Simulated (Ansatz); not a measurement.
Guessed and relaxed cells of MgH4

The cell of MgH4 is invented: random cell by space group and Wyckoff sites (I-4m2, No. 119). Its size is a rough estimate.

start:

Space group I-4m2 (No. 119). a = 6.890 Å, b = 6.890 Å, c = 8.185 Å, α = 90.00°, β = 90.00°, γ = 90.00°
| atom | site | symmetry | x | y | z |
| --- | --- | --- | --- | --- | --- |
| Mg | 4f | 2mm. | 0.0000 | 0.5000 | 0.3217 |
| Mg | 2b | -4m2 | 0.0000 | 0.0000 | 0.5000 |
| H | 8g | ..2 | 0.0762 | 0.0762 | 0.0000 |
| H | 16j | 1 | 0.4102 | 0.4343 | 0.1651 |

Theory: DFT PBE, scalar-relativistic, plane waves, PAW in Ansatz 0.2.0. Cutoff 420 eV, Gaussian smearing, Γ-centred meshes. Cell and atoms relax first on a coarse mesh and then on a converged one. In between, the cell is made exact in the group found at 0.06 Å. The steps can't lower the symmetry of their start. No spin polarisation.

end:

Space group I-4m2 (No. 119). a = 5.779 Å, b = 5.779 Å, c = 9.200 Å, α = 90.00°, β = 90.00°, γ = 90.00°
```tsv
atom	site	symmetry	x	y	z
Mg	4f	2mm.	0.5000	0.0000	0.0819
Mg	2b	-4m2	0.5000	0.5000	0.0000
H	8g	..2	0.2685	0.2685	0.0000
H	16j	1	0.3027	0.4342	0.2600
```

The symmetry stays I-4m2 (No. 119). The volume per atom shrinks by 20.9 %, from 13.0 to 10.2 Å³. The shortest distance goes from 0.90 Å (H–H) to 0.76 Å (H–H). The end holds H–H pairs as short as in free H₂ molecules (shortest 0.76 Å). The ratio c/a of the conventional cell changes by a factor of 1.34. The energy falls by about 2.5 eV/atom (the start's value is from the coarse mesh). The end is written in a standard setting, so origin, axes and order of atoms can differ from the start's.

```
Volume per atom                              : 10.24 Å³
Density                                      : 0.92 g/cm³
Energy over the elements                     : +0.100 eV/atom
Gap on the 10×10×10 mesh of the 15-atom cell : 0.05 eV
```

Formation energies are uncorrected and refer to the elements' standard structures at the same level (H₂ as a molecule). A positive value: parting into the elements would lower its energy.

The last run used Gaussian smearing of 0.10 eV. With hydrogen, zero-point motion can shift formation energies by some tens of meV/atom. A gap this small is below the smearing, so the run can't tell it from none. A structure relaxed within its symmetry needn't be a true minimum. In all, the 3 runs took 6.5 min on 1 thread of AMD EPYC 7R43 64-Core Processor (Zen 3), with other jobs on the host.
